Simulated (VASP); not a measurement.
A run of VASP 6.6.1:

POSCAR

```
NiO2
1.0
    2.7987818650      0.0000000000      0.0000000000
   -1.3993909325      2.4238161948      0.0000000000
    0.0000000000      0.0000000000      4.6182730000
Ni O
1 2
Direct
    0.0000000000      0.0000000000      0.5000000000
    0.3333333333      0.6666666667      0.2939610000
    0.6666666667      0.3333333333      0.7060390000
```

Contents of INCAR.step1:

```
SYSTEM = NiO2
  PREC = Accurate
  ENCUT = 520
  EDIFF = 1E-5
  ISMEAR = -1
  SIGMA = 0.05
  LREAL = .FALSE.
  LASPH = .TRUE.
  NELM = 100
  ALGO = Normal
  ISIF = 2
  LWAVE = .TRUE.
  LCHARG = .FALSE.
  ISPIN = 2
  MAGMOM = 1 0 0
  LORBIT = 11
  LMAXMIX = 4
  GGA = PE
```

File INCAR.step2:

```
SYSTEM = NiO2
  PREC = Accurate
  ENCUT = 520
  EDIFF = 1E-6
  ISMEAR = -1
  SIGMA = 0.05
  LREAL = .FALSE.
  LASPH = .TRUE.
  NELM = 100
  ALGO = Normal
  ISIF = 2
  LWAVE = .FALSE.
  LCHARG = .FALSE.
  ISPIN = 2
  MAGMOM = 1 0 0
  LORBIT = 11
  LMAXMIX = 4
  METAGGA = MBJ
  ISTART = 1
```

Contents of KPOINTS:

```
Automatic mesh
0
G
  8 8 5
  0 0 0
```

File KPOINTS_OPT:

```
path GMKGALHA,LM,KH
10
line-mode
reciprocal
 0.0000000000  0.0000000000  0.0000000000  G
 0.5000000000  0.0000000000  0.0000000000  M

 0.5000000000  0.0000000000  0.0000000000  M
 0.3333333333  0.3333333333  0.0000000000  K

 0.3333333333  0.3333333333  0.0000000000  K
 0.0000000000  0.0000000000  0.0000000000  G

 0.0000000000  0.0000000000  0.0000000000  G
 0.0000000000  0.0000000000  0.5000000000  A

 0.0000000000  0.0000000000  0.5000000000  A
 0.5000000000  0.0000000000  0.5000000000  L

 0.5000000000  0.0000000000  0.5000000000  L
 0.3333333333  0.3333333333  0.5000000000  H

 0.3333333333  0.3333333333  0.5000000000  H
 0.0000000000  0.0000000000  0.5000000000  A

 0.5000000000  0.0000000000  0.5000000000  L
 0.5000000000  0.0000000000  0.0000000000  M

 0.3333333333  0.3333333333  0.0000000000  K
 0.3333333333  0.3333333333  0.5000000000  H
```

Potentials or basis: VASP PAW PBE potentials, release 64 (Ni, O).

Run with:

```bash
$ cat potpaw_PBE.64/Ni/POTCAR potpaw_PBE.64/O/POTCAR > POTCAR
$ cp INCAR.step1 INCAR
$ mpirun -np 1 vasp_std > vasp.out
$ cp INCAR.step2 INCAR
$ mpirun -np 1 vasp_std > vasp.out
```

Hardware: 1 thread of Intel(R) Xeon(R) Platinum 8488C (Sapphire Rapids), on a shared host.

Q: Estimate the wall time of this run.

A: It took 2.3 min on 1 thread of Intel(R) Xeon(R) Platinum 8488C (Sapphire Rapids), with other jobs on the host, peak memory 0.21 GiB. Counts: scf iterations 69, k points 40.
